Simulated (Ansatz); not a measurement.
# HgSe (F-43m) in Ansatz: notebook

One crystal, HgSe, is run at these levels: SVWN5, PBE; tasks: band structure, single point, equation of state.

Everything below comes from runs of Ansatz 0.2.0. Logs are shortened: lines on timing, memory, paths and dates and some standing lists are left out, and cuts for length are marked.

### 1 Starting point

Symmetry: F-43m, No. 216, cubic system. Conventional cell: a = 6.078 Å, b = 6.078 Å, c = 6.078 Å, α = 90.00°, β = 90.00°, γ = 90.00°. Around Hg (site symmetry -43m) lie 4 Se at 2.63 Å. Around Se (site symmetry -43m) lie 4 Hg at 2.63 Å.

### 2 Band structure, SVWN5

File input.yaml:

```yaml
crystal:
  lattice:
    - [0.0, 3.039, 3.039]
    - [3.039, 0.0, 3.039]
    - [3.039, 3.039, 0.0]
  atoms:
    - { symbol: Hg, position: [0.0, 0.0, 0.0] }
    - { symbol: Se, position: [0.75, 0.75, 0.75] }
hamiltonian:
  xc: { exchange: slater, correlation: vwn5 }
  pseudopotentials: { kind: paw }
kpoints:
  mp_grid: { grid: [8, 8, 8] }
  band_path:
    path:
      - [[0.0, 0.0, 0.0], [0.5, 0.0, 0.5], [0.5, 0.25, 0.75], [0.375, 0.375, 0.75], [0.0, 0.0, 0.0], [0.5, 0.5, 0.5], [0.625, 0.25, 0.625], [0.5, 0.25, 0.75], [0.5, 0.5, 0.5], [0.375, 0.375, 0.75]]
      - [[0.625, 0.25, 0.625], [0.5, 0.0, 0.5]]
    npoints: 14
scf:
  occupations: { method: fermi_dirac, width: 0.05 }
  n_extra_bands: 6
output:
  forces: true
  stress: true
  eigenvalues: true
  fatbands: false
  write_density: true
  write_potential: true
  elf: true
  volumetric_format: npy
```

Potentials or basis: Ansatz PAW.

The run is started by

```sh
$ ansatz run input.yaml --threads 2 --pin off --max-ram 5120MiB --backend cpu --events-out ev --progress --plain --runs-dir out
```

Standard output:

```text
Warning: RAYON_NUM_THREADS=2 ignored (pool sized by the plan → 2); use --threads N
scf.n_extra_bands = 6 over 18 filled bands (N_el = 36.0): the run solves 24 bands
Engine: ansatz 0.2.0, aarch64-unknown-linux-gnu
Pseudopotentials: kind: paw
Pseudopotential: Hg, paw, valence charge 20, recommended cutoff 420 eV (normal), Hg.paw.azcp
Pseudopotential: Se, paw, valence charge 16, recommended cutoff 420 eV (normal), Se.paw.azcp
Functional definition: unnamed
  exchange = slater_x
  correlation = vwn5_c
Crystal: 2 atoms, lattice volume = 56.133 Å³
Basis set: ecut = 420 eV, 1067 PW (Γ)
Bands: 24, of which v1, the nominal top of the filled ones, is band 18 counted from 1 (17 counted from 0)
Symmetry: 24 space group operations
Space group: F-43m (ITA 216), of the structure as read, at distance tolerance 3.8e-5 Å
k-points: 29 of 512 (time reversal used)
Non-local potential: Hg, projectors of the file, l = 0: 3, l = 1: 2, l = 2: 2, l = 3: 1
Non-local potential: Se, projectors of the file, l = 0: 2, l = 1: 2, l = 2: 3, l = 3: 1
PAW form: soft (Blöchl's): semilocal exchange-correlation on the pseudo side does not see the compensation charge
PAW frozen core: Hg, regenerated for the run's functional, and the local potential with it (the file was generated under x = pbe(κ = 0.804, μ = 0.2195149727645171), c = pbe(β = 0.06672455060314922))
PAW frozen core: Se, regenerated for the run's functional, and the local potential with it (the file was generated under x = pbe(κ = 0.804, μ = 0.2195149727645171), c = pbe(β = 0.06672455060314922))
PAW one-centre angular grid: Hg, 590 points (default); XC on 64 Gauss nodes
PAW one-centre angular grid: Se, 590 points (default); XC on 64 Gauss nodes
Initial density: superposition of atomic densities (neutral atoms: chi_scale 0, normalization atom), corrected by the library's trained network
Initial wavefunctions: pseudopotential atomic-orbital guess
Functional: x = slater, c = vwn5
SCF iter   1: F=—  HF=-18907.355460 eV  |F-HF|=—  |Δ(HF+E_count)|=         —  Δρ=4.88e-3  dr2=1.13e-2  ethr=1.77e-3  ⟨swp⟩=6.0  Hψ=3135  notcnv=0
preconditioner: auto → none  [insulator: Δε(μ)=0.498 eV  Ē_g=12.852 eV  σ=0.050 eV  W_gap=0.74  n_scr=14 (ndim 8)  ℏωp=21.0 eV  f_vac=0.193  D(μ)=0.06/eV (n_scr^D=0)  ε∞_Penn≈3.7]
SCF iter   2: F=—  HF=-18907.353103 eV  |F-HF|=—  |Δ(HF+E_count)|=   2.36e-3  Δρ=2.26e-3  dr2=1.11e-3  ethr=3.14e-5  ⟨swp⟩=2.2  Hψ=1329  notcnv=0  defer=37
SCF iter   3: F=—  HF=-18907.352979 eV  |F-HF|=—  |Δ(HF+E_count)|=   1.24e-4  Δρ=8.07e-4  dr2=1.70e-4  ethr=3.09e-6  ⟨swp⟩=1.5  Hψ=843  notcnv=0  defer=37
SCF iter   4: F=—  HF=-18907.352960 eV  |F-HF|=—  |Δ(HF+E_count)|=   1.95e-5  Δρ=1.16e-4  dr2=9.53e-6  ethr=4.72e-7  ⟨swp⟩=2.0  Hψ=929  notcnv=0  defer=37
SCF iter   5: F=—  HF=-18907.352955 eV  |F-HF|=—  |Δ(HF+E_count)|=   5.20e-6  Δρ=2.20e-5  dr2=2.36e-7  ethr=2.65e-8  ⟨swp⟩=2.1  Hψ=911  notcnv=0  defer=37
SCF iter   6: F=-18907.352955 eV  HF=-18907.352955 eV  |F-HF|=3.15e-9  |Δ(HF+E_count)|=   2.56e-8  Δρ=6.37e-6  dr2=1.24e-8  ethr=2.78e-10  ⟨swp⟩=10.9  Hψ=4589  notcnv=0
SCF 1 converged in 6 iterations: F = -18907.352955 eV  dr2 = 1.24e-8
NSCF: frozen V_eff on 142 k-points
SCF converged after 6 iterations
Free energy (F): -18907.352955 eV
Harris-Foulkes:  -18907.352955 eV  (|F-HF|=3.15e-9)
Internal energy: -18907.352357 eV  (E = F + TS)
E sigma→0 (E₀):  -18907.352656 eV
Entropy (-TS):   -0.000598 eV (-0.299 meV/atom)
Fermi energy:    8.615365 eV
--- Per-component energies (eV) ---
  E_band       = -884.935326
  E_kinetic    = 722.701048
  E_local      = -5791.481850  (includes V_loc(G=0)·N_el)
  E_nonlocal   = -507.940498
  E_hartree    = 2642.815615
  E_xc         = -322.180012
  E_vxc        = -360.025270  (∫ρ·V_xc dr)
  E_paw        = -11483.298139  (= ΣΔE_a)
  E_vpaw       = -233.822524  (= ΣTr[D̂ρ^β])
  E_aug_tail   = 0.000250  (compensation charges beyond the density's cutoff)
  E_ewald      = -4170.766268
  E_core_change = 2.797498  (= ΣΔE_core)
  E_smearing   = -0.000598  (= −TS)
  E_closure    = -0.000000  (closes the sum)
  Σ components = -18907.352955   (vs F -18907.352955, Δ=0.00e0)
--- Forces (eV/Å), atoms counted from 1 ---
  atom   1  Hg    -0.00000000    -0.00000000    -0.00000000
  atom   2  Se     0.00000000    -0.00000000    -0.00000000
  max |Σ_I F_I| component: 2.31e-17 eV/Å
--- Stress (GPa, compression-positive) ---
       -0.446621       0.000000      -0.000000
       -0.000000      -0.446621       0.000000
       -0.000000       0.000000      -0.446621
  P = ⅓ Tr σ = -0.4466 GPa (-4.466 kbar)
--- Band table (eV; the first three rows and the last of 29) ---
  k-point 0: bands = ["-106.1129", "-54.4259", "-54.4259", "-54.4259", "-39.1625", "-39.1625", "-39.1625", "-39.1588", "-39.1588", "-4.9900", "1.3747", "1.3747", "1.3747", "2.1270", "2.1270", "7.4065", "8.5610", "8.5610", "8.5610", "13.9558", "13.9558", "13.9558", "16.7737", "19.9260"]
  k-point 1: bands = ["-106.1129", "-54.4260", "-54.4260", "-54.4260", "-39.1625", "-39.1625", "-39.1625", "-39.1588", "-39.1588", "-4.9224", "1.3996", "1.4055", "1.4055", "2.1243", "2.1243", "6.5894", "8.3995", "8.3995", "9.0795", "13.5707", "14.1744", "14.1744", "17.7956", "18.9382"]
  k-point 2: bands = ["-106.1128", "-54.4262", "-54.4260", "-54.4260", "-39.1625", "-39.1625", "-39.1625", "-39.1588", "-39.1588", "-4.7540", "1.4739", "1.4739", "1.5344", "2.1293", "2.1293", "5.2266", "8.0396", "8.0396", "9.4880", "13.7471", "14.5628", "14.5628", "17.8434", "18.6300"]
  k-point 28: bands = ["-106.1128", "-54.4263", "-54.4262", "-54.4261", "-39.1626", "-39.1625", "-39.1625", "-39.1588", "-39.1588", "-4.3403", "1.6654", "1.7743", "2.0371", "2.0692", "2.7413", "3.1874", "5.7633", "6.1016", "12.1055", "13.5402", "14.4814", "15.8254", "18.6195", "20.7431"]
```

Run time: 5 s. Hardware: 2 threads of Arm Neoverse V2, shared host; peak memory 0.37 GiB.

What came out:

* Free energy: -18907.3530 eV
* Pressure: -0.4 GPa
* Band gap on the k mesh: none (metal or under the smearing width)

Levels at the corners of the path, in eV from the Fermi level:
```csv
point,band 15,band 16,band 17,band 18,band 19,band 20,band 21,band 22
Γ,-6.49,-1.21,-0.05,-0.05,-0.05,5.34,5.34,5.34
X,-6.13,-5.21,-2.39,-2.39,2.63,2.75,8.16,9.65
W,-5.87,-5.43,-2.85,-2.51,3.49,4.92,5.87,7.21
K,-5.97,-5.38,-3.00,-1.96,2.76,4.28,7.68,8.07
Γ,-6.49,-1.21,-0.05,-0.05,-0.05,5.34,5.34,5.34
L,-6.17,-5.66,-1.04,-1.04,0.90,6.11,6.11,6.72
U,-5.97,-5.38,-3.00,-1.96,2.76,4.28,7.68,8.07
W,-5.87,-5.43,-2.85,-2.51,3.49,4.92,5.87,7.21
L,-6.17,-5.66,-1.04,-1.04,0.90,6.11,6.11,6.72
K,-5.97,-5.38,-3.00,-1.96,2.76,4.28,7.68,8.07
U,-5.97,-5.38,-3.00,-1.96,2.76,4.28,7.68,8.07
X,-6.13,-5.21,-2.39,-2.39,2.63,2.75,8.16,9.65
```

Caveat: spin-orbit coupling is left out, which moves the levels of the heavy elements; the PAW data sets come from PBE, with cores solved anew for the run's functional, which leaves a small shift of forces and pressure.

### 3 Single point, PBE, 26.38 Å³/atom (volume scaled by 0.94)

File input.yaml:

```yaml
crystal:
  lattice:
    - [0.0, 2.9769621844, 2.9769621844]
    - [2.9769621844, 0.0, 2.9769621844]
    - [2.9769621844, 2.9769621844, 0.0]
  atoms:
    - { symbol: Hg, position: [0.0, 0.0, 0.0] }
    - { symbol: Se, position: [0.75, 0.75, 0.75] }
hamiltonian:
  xc: pbe
  pseudopotentials: { kind: paw, core: small }
kpoints:
  mp_grid: { grid: [8, 8, 8] }
scf:
  occupations: { method: fermi_dirac, width: 0.05 }
output:
  forces: true
  stress: true
  eigenvalues: true
```

Potentials or basis: Ansatz PAW.

The run is started by

```sh
$ ansatz run input.yaml --threads 2 --pin off --max-ram 5120MiB --backend cpu --events-out ev --progress --plain --runs-dir out
```

Standard output:

```text
Warning: RAYON_NUM_THREADS=2 ignored (pool sized by the plan → 2); use --threads N
[... 4 set-up lines as earlier in the session ...]
Functional definition: PBE
  parameter kappa = 0.804
  parameter beta = 0.06672455060314922
  exchange = pbe_x(kappa = kappa, mu = beta*pi^2/3)
  correlation = pbe_c(beta = beta)
Crystal: 2 atoms, lattice volume = 52.765 Å³
Basis set: ecut = 420 eV, 965 PW (Γ), exchange–correlation on 60×60×60 points (8 copies of the dense FFT grid, shifted against one another)
Bands: 22, of which v1, the nominal top of the filled ones, is band 18 counted from 1 (17 counted from 0)
[... 2 set-up lines as earlier in the session ...]
k-points: 29 of 512 (time reversal used)
[... 6 set-up lines as earlier in the session ...]
[... 12 lines left out ...]
SCF converged after 6 iterations
Free energy (F): -19282.743436 eV
Harris-Foulkes:  -19282.743436 eV  (|F-HF|=7.15e-9)
Internal energy: -19282.742887 eV  (E = F + TS)
E sigma→0 (E₀):  -19282.743162 eV
Entropy (-TS):   -0.000549 eV (-0.275 meV/atom)
Fermi energy:    10.028662 eV
--- Per-component energies (eV) ---
  E_band       = -840.267309
  E_kinetic    = 724.315501
  E_local      = -5632.294662  (includes V_loc(G=0)·N_el)
  E_nonlocal   = -522.966951
  E_hartree    = 2586.821705
  E_xc         = -325.510126
  E_vxc        = -361.712648  (∫ρ·V_xc dr)
  E_paw        = -11855.426578  (= ΣΔE_a)
  E_vpaw       = -221.253714  (= ΣTr[D̂ρ^β])
  E_aug_tail   = 0.000352  (compensation charges beyond the density's cutoff)
  E_ewald      = -4257.682128
  E_smearing   = -0.000549  (= −TS)
  E_closure    = 0.000000  (closes the sum)
  Σ components = -19282.743436   (vs F -19282.743436, Δ=0.00e0)
--- Forces (eV/Å), atoms counted from 1 ---
  atom   1  Hg    -0.00000000     0.00000000     0.00000000
  atom   2  Se     0.00000000    -0.00000000    -0.00000000
  max |Σ_I F_I| component: 9.25e-18 eV/Å
--- Stress (GPa, compression-positive) ---
        9.352456      -0.000000      -0.000000
       -0.000000       9.352456       0.000000
       -0.000000       0.000000       9.352456
  P = ⅓ Tr σ = 9.3525 GPa (93.525 kbar)
--- Band table (eV; the first three rows and the last of 29) ---
  k-point 0: bands = ["-104.7569", "-53.2312", "-53.2312", "-53.2312", "-37.7385", "-37.7385", "-37.7385", "-37.7340", "-37.7340", "-3.9731", "2.3954", "2.3954", "2.3954", "3.2557", "3.2557", "9.1247", "9.9797", "9.9797", "9.9797", "15.3866", "15.3866", "15.3866"]
  k-point 1: bands = ["-104.7569", "-53.2313", "-53.2312", "-53.2312", "-37.7385", "-37.7385", "-37.7385", "-37.7340", "-37.7340", "-3.8963", "2.4209", "2.4302", "2.4302", "3.2526", "3.2526", "8.1166", "9.7986", "9.7986", "10.6382", "15.0640", "15.6239", "15.6239"]
  k-point 2: bands = ["-104.7569", "-53.2316", "-53.2313", "-53.2313", "-37.7387", "-37.7385", "-37.7385", "-37.7340", "-37.7340", "-3.7048", "2.5075", "2.5075", "2.5646", "3.2586", "3.2586", "6.5830", "9.3963", "9.3963", "11.0825", "15.3484", "16.0415", "16.0415"]
  k-point 28: bands = ["-104.7569", "-53.2317", "-53.2317", "-53.2315", "-37.7388", "-37.7386", "-37.7385", "-37.7340", "-37.7339", "-3.2322", "2.7139", "2.8567", "3.1342", "3.1928", "3.9920", "4.3063", "6.8719", "7.3010", "13.7943", "15.0643", "16.1192", "17.3791"]
```

Run time: 1.3 s. Hardware: 2 threads of Arm Neoverse V2, shared host; peak memory 0.33 GiB.

Results:

| Property | Result |
| --- | --- |
| Free energy | -19282.7434 eV |
| Pressure | 9.4 GPa |
| Band gap on the k mesh | none (metal or under the smearing width) |

### 4 Single point, PBE, 26.94 Å³/atom (volume scaled by 0.96)

input.yaml: that of step 3 with these lines changed.

```diff
@@ -2,5 +2,5 @@
   lattice:
-    - [0.0, 2.9769621844, 2.9769621844]
-    - [2.9769621844, 0.0, 2.9769621844]
-    - [2.9769621844, 2.9769621844, 0.0]
+    - [0.0, 2.9979273976, 2.9979273976]
+    - [2.9979273976, 0.0, 2.9979273976]
+    - [2.9979273976, 2.9979273976, 0.0]
   atoms:
@@ -19 +19,5 @@
   eigenvalues: true
+  write_density: true
+  write_potential: true
+  elf: true
+  volumetric_format: npy
```

The run is started by

```sh
$ ansatz run input.yaml --threads 2 --pin off --max-ram 5120MiB --backend cpu --events-out ev --progress --plain --runs-dir out
```

Wall time 1.7 s (2 threads of Arm Neoverse V2, shared host); peak memory 0.34 GiB.

Results (log left out):

```
Free energy            : -19282.8028 eV
Pressure               : 7.6 GPa
Band gap on the k mesh : none (metal or under the smearing width)
```

### 5 Single point, PBE, 27.51 Å³/atom (volume scaled by 0.98)

File input.yaml:

```yaml
crystal:
  lattice:
    - [0.0, 3.0186034123, 3.0186034123]
    - [3.0186034123, 0.0, 3.0186034123]
    - [3.0186034123, 3.0186034123, 0.0]
  atoms:
    - { symbol: Hg, position: [0.0, 0.0, 0.0] }
    - { symbol: Se, position: [0.75, 0.75, 0.75] }
hamiltonian:
  xc: pbe
  pseudopotentials: { kind: paw, core: small }
kpoints:
  mp_grid: { grid: [8, 8, 8] }
scf:
  occupations: { method: fermi_dirac, width: 0.05 }
output:
  forces: true
  stress: true
  eigenvalues: true
```

The run is started by

```sh
$ ansatz run input.yaml --threads 2 --pin off --max-ram 5120MiB --backend cpu --events-out ev --progress --plain --runs-dir out
```

Wall time 1.3 s (2 threads of Arm Neoverse V2, shared host); peak memory 0.33 GiB.

The run converged. Its results:

- Free energy: -19282.8508 eV
- Pressure: 6.1 GPa
- Band gap on the k mesh: none (metal or under the smearing width)

### 6 Single point, PBE, 28.07 Å³/atom

input.yaml: that of step 5 with these lines changed.

```diff
@@ -2,5 +2,5 @@
   lattice:
-    - [0.0, 3.0186034123, 3.0186034123]
-    - [3.0186034123, 0.0, 3.0186034123]
-    - [3.0186034123, 3.0186034123, 0.0]
+    - [0.0, 3.039, 3.039]
+    - [3.039, 0.0, 3.039]
+    - [3.039, 3.039, 0.0]
   atoms:
@@ -19 +19,5 @@
   eigenvalues: true
+  write_density: true
+  write_potential: true
+  elf: true
+  volumetric_format: npy
```

Potentials or basis: Ansatz PAW.

The run is started by

```sh
$ ansatz run input.yaml --threads 2 --pin off --max-ram 5120MiB --backend cpu --events-out ev --progress --plain --runs-dir out
```

Wall time 1.8 s (2 threads of Arm Neoverse V2, shared host); peak memory 0.34 GiB.

Results (log left out):

| Property | Result |
| --- | --- |
| Free energy | -19282.8886 eV |
| Pressure | 4.7 GPa |
| Band gap on the k mesh | none (metal or under the smearing width) |

### 7 Single point, PBE, 28.63 Å³/atom (volume scaled by 1.02)

input.yaml: that of step 6 with these lines changed.

```diff
@@ -2,5 +2,5 @@
   lattice:
-    - [0.0, 3.039, 3.039]
-    - [3.039, 0.0, 3.039]
-    - [3.039, 3.039, 0.0]
+    - [0.0, 3.0591264144, 3.0591264144]
+    - [3.0591264144, 0.0, 3.0591264144]
+    - [3.0591264144, 3.0591264144, 0.0]
   atoms:
```

The run is started by

```sh
$ ansatz run input.yaml --threads 2 --pin off --max-ram 5120MiB --backend cpu --events-out ev --progress --plain --runs-dir out
```

Wall time 1.8 s (2 threads of Arm Neoverse V2, shared host); peak memory 0.34 GiB.

The run converged. Its results:

```
Free energy            : -19282.9173 eV
Pressure               : 3.5 GPa
Band gap on the k mesh : none (metal or under the smearing width)
```

### 8 Single point, PBE, 29.19 Å³/atom (volume scaled by 1.04)

input.yaml: that of step 7 with these lines changed.

```diff
@@ -2,5 +2,5 @@
   lattice:
-    - [0.0, 3.0591264144, 3.0591264144]
-    - [3.0591264144, 0.0, 3.0591264144]
-    - [3.0591264144, 3.0591264144, 0.0]
+    - [0.0, 3.0789914282, 3.0789914282]
+    - [3.0789914282, 0.0, 3.0789914282]
+    - [3.0789914282, 3.0789914282, 0.0]
   atoms:
```

The run is started by

```sh
$ ansatz run input.yaml --threads 2 --pin off --max-ram 5120MiB --backend cpu --events-out ev --progress --plain --runs-dir out
```

Run time: 1.9 s. Hardware: 2 threads of Arm Neoverse V2, shared host; peak memory 0.35 GiB.

The run converged. Its results:

| Item | Value |
| --- | --- |
| Free energy | -19282.9378 eV |
| Pressure | 2.4 GPa |
| Band gap on the k mesh | none (metal or under the smearing width) |

### 9 Single point, PBE, 29.75 Å³/atom (volume scaled by 1.06)

File input.yaml:

```yaml
crystal:
  lattice:
    - [0.0, 3.0986033673, 3.0986033673]
    - [3.0986033673, 0.0, 3.0986033673]
    - [3.0986033673, 3.0986033673, 0.0]
  atoms:
    - { symbol: Hg, position: [0.0, 0.0, 0.0] }
    - { symbol: Se, position: [0.75, 0.75, 0.75] }
hamiltonian:
  xc: pbe
  pseudopotentials: { kind: paw, core: small }
kpoints:
  mp_grid: { grid: [8, 8, 8] }
scf:
  occupations: { method: fermi_dirac, width: 0.05 }
output:
  forces: true
  stress: true
  eigenvalues: true
```

Potentials or basis: Ansatz PAW.

The run is started by

```sh
$ ansatz run input.yaml --threads 2 --pin off --max-ram 5120MiB --backend cpu --events-out ev --progress --plain --runs-dir out
```

Wall time 1.3 s (2 threads of Arm Neoverse V2, shared host); peak memory 0.34 GiB.

It converged, with:

- Free energy: -19282.9510 eV
- Pressure: 1.4 GPa
- Band gap on the k mesh: none (metal or under the smearing width)

### 10 Equation of state, PBE

Potentials or basis: Ansatz PAW small core.

No new run: the results of the series are fitted here.

What came out:

```
Equilibrium volume : 30.67 Å³/atom (rough: see the caveat)
Bulk modulus       : 43 GPa (rough)
```

Energy against volume, from the lowest point:
| volume (Å³/atom) | energy (meV/atom) |
| --- | --- |
| 26.383 | 103.78 |
| 26.944 | 74.07 |
| 27.505 | 50.09 |
| 28.067 | 31.18 |
| 28.628 | 16.85 |
| 29.189 | 6.60 |
| 29.751 | 0.00 |

Caveat: the minimum lies outside the volumes run.
